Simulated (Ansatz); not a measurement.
The system is Cl.

```
Cl
1.0
     3.14500   -2.25000    0.00000
     3.14500    2.25000    0.00000
     0.00000    0.00000    8.21000
Cl
4
Direct
  0.37000 0.63000 0.40000
  0.13000 0.87000 0.90000
  0.63000 0.37000 0.60000
  0.87000 0.13000 0.10000
```

* Program: Ansatz 0.2.0
* Task: relaxation of cell and atoms
* Functional: BLYP
* Dispersion: D3(BJ)
* Potentials or basis: Ansatz PAW
* Cutoff: 420 eV (not typed: the program's choice for these potentials)
* k mesh: 7 × 7 × 4
* Occupations: fermi-dirac, width 0.05 eV
* Spin: no spin polarisation

At the start: volume 29.05 Å³/atom.

**Question.** How do energy, volume and symmetry change on relaxing?

**Answer.** It ends after 7 steps and the volume is 25.97 Å³/atom (-10.6 %); space group Cmce (No. 64, to 0.05 Å).

The path:
```
step  energy change (eV)  largest force (eV/Å)  volume (Å³)
   1              0.0000                0.6084       116.19
   2             -0.0739                0.2505       107.06
   3             -0.0879                0.0377       103.26
   4             -0.0941                0.0174       104.26
   5             -0.0954                0.0356       103.57
   6             -0.0958                0.0044       103.87
   7             -0.0956                0.0043       103.87
```

Final structure:
```xyz
4
Lattice="3.1723 -2.0330 0.0000 3.1723 2.0330 0.0000 0.0000 0.0000 8.0525" Properties=species:S:1:pos:R:3 pbc="T T T"
Cl    3.1723    0.5347    3.1404
Cl    3.1723    1.4983    7.1667
Cl    3.1723   -0.5347    4.9121
Cl    3.1723   -1.4983    0.8859
```

Caveat: the plane-wave basis is chosen anew once the cell has moved, so the energies of steps on either side of that aren't comparable; the volume moved by -11 % from the deposited cell, more than functionals usually miss; the PAW data sets come from PBE, with cores solved anew for the run's functional, which leaves a small shift of forces and pressure.
